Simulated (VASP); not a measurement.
Set up this calculation in VASP 6.6.1, as the native input.

```yaml
Task: relaxation of cell and atoms
Functional: PBE
Potentials_or_basis: VASP PAW PBE potentials, release 64 (Cd, O)
Cutoff: 600 eV
k_mesh: 12 × 12 × 12
Occupations: gaussian, width 0.03 eV
Spin: no spin polarisation
Further_INCAR_settings: ALGO = Normal; EDIFF = 1e-07; IBRION = 2; EDIFFG = -0.005; NSW = 90; ISIF = 3
```

The structure of CdO (Monteponite) lies in POSCAR:

```
CdO                                     
1.0
   -0.0000000000      2.3903465407      2.3903465407
    2.3903465407      0.0000000000      2.3903465407
    2.3903465407      2.3903465407      0.0000000000
  Cd              O             
     1     1
Direct
     0.0000000000000000    0.0000000000000000    0.0000000000000000
     0.5000000000000000    0.5000000000000000    0.5000000000000000
```

One way to write it, as run:

INCAR

```
SYSTEM = CdO
PREC     = Accurate       ! precision mode
ENCUT    = 600            ! plane-wave cutoff, eV
EDIFF    = 1E-7           ! SCF threshold, eV
ISMEAR   = 0              ! smearing method
SIGMA    = 0.03           ! smearing width, eV
LREAL    = .FALSE.        ! projectors in reciprocal space
LASPH    = .TRUE.         ! aspherical terms in the spheres
NELM     = 80             ! most SCF steps
ALGO     = Normal         ! electronic algorithm
ISIF     = 3              ! what is computed and relaxed
LWAVE    = .FALSE.        ! write WAVECAR
LCHARG   = .FALSE.        ! write CHGCAR
GGA      = PE             ! functional
IBRION   = 2              ! ionic algorithm
NSW      = 90             ! ionic steps
EDIFFG   = -0.005         ! ionic threshold
```

KPOINTS

```
regular mesh
0
G
  12 12 12
  0 0 0
```

Potentials or basis: VASP PAW PBE potentials, release 64 (Cd, O).

The run is started by

```sh
$ cat potpaw_PBE.64/Cd/POTCAR potpaw_PBE.64/O/POTCAR > POTCAR
$ mpirun -np 1 vasp_std > vasp.out
```

Results of the run:

The pressure after relaxing is -0.1 GPa and the band gap on the k mesh is none (metal or under the smearing width).

Caveat: the relaxation stopped at its first step, so nothing moved; this crystal is a semiconductor, whose small gap the functional closes, so the metal is an error of the method.

Wall time 18 s on 1 thread of AMD EPYC 9R45 96-Core Processor (Zen 5), with other jobs on the host, peak memory 0.15 GiB.
